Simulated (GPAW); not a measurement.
Co, 2 atoms in the cell. Symmetry: P6_3/mmc, No. 194, hexagonal system. The conventional cell has a = 2.472 Å, b = 2.472 Å, c = 4.021 Å, α = 90.00°, β = 90.00°, γ = 120.00°. Co (site symmetry -6m2) has 12 Co at 2.47 Å as nearest neighbours. 

| Item | Value |
| --- | --- |
| Program | GPAW 26.7.0 |
| Task | band structure |
| Functional | PBEsol |
| Potentials or basis | PAW data sets generated in the run's folder for this functional |
| Cutoff | 600 eV |
| Basis | pw |
| k mesh | 10 × 10 × 6 |
| Occupations | fermi-dirac, width 0.05 eV |
| Spin | collinear spin, ferromagnetic start |
| Starting moments | [2.0, 2.0] μB |
| Hubbard terms | Co d U = 8 eV |
| Maxiter | 150 |
| Band path | GMKGALHA,LM,KH |
| Band points | 60 |

Potentials or basis: PAW data sets generated in the run's folder for this functional, pw.

The run is started by

```bash
$ gpaw-setup -f PBEsol Co
$ OMP_NUM_THREADS=1 python run.py
```

Hardware: 1 thread of Intel(R) Xeon(R) 6975P-C (Granite Rapids), with other jobs on the host.

Question: Estimate the wall time of this run.

Answer: It took 79 s on 1 thread of Intel(R) Xeon(R) 6975P-C (Granite Rapids), on a shared host, peak memory 0.24 GiB. Counts: scf iterations 41, plane waves 726, bands 21, k points 72.
